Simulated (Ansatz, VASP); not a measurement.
Al5As: VASP beside Ansatz

```
Al As
1.0
     4.07501    0.00000    0.00000
     0.00000    4.17262    0.00000
     0.00000    0.00000    7.08784
Al As
5 1
Direct
  0.50000 0.00000 0.24644
  0.50000 0.00000 0.75509
  0.00000 0.50000 0.76979
  0.50000 0.50000 0.49911
  0.00000 0.00000 0.49484
  0.00000 0.00000 0.00472
```

Alike in both runs: functional PBE; k mesh 4 × 4 × 3; occupations gaussian, width 0.2 eV; no spin polarisation.

Ansatz relaxed the structure, and its values are those at the end. VASP's run is a single point on that final structure, the one shown.

```csv
,VASP,Ansatz
version,VASP 6.6.1,Ansatz 0.2.0
potentials or method,"VASP PAW PBE potentials, release 64 (Al, As)","scalar-relativistic, plane waves, PAW"
plane-wave cutoff (eV),520,420
valence electrons in the cell,20,30
```

```tsv
	VASP	Ansatz	Ansatz less VASP
gap on the k mesh at the Fermi level (eV)	none	none	-
pressure (GPa)	0.1	0.1	-0.03
rms of the force components (eV/Å)	0.005	0.006	+0.0002
```

A gap of «none» marks a metal or a gap that the smearing closes. The two sets of potentials don't hold the same shells in valence.

Caveats: the k mesh is coarse (spacing up to 0.39 Å⁻¹), so the values aren't converged.
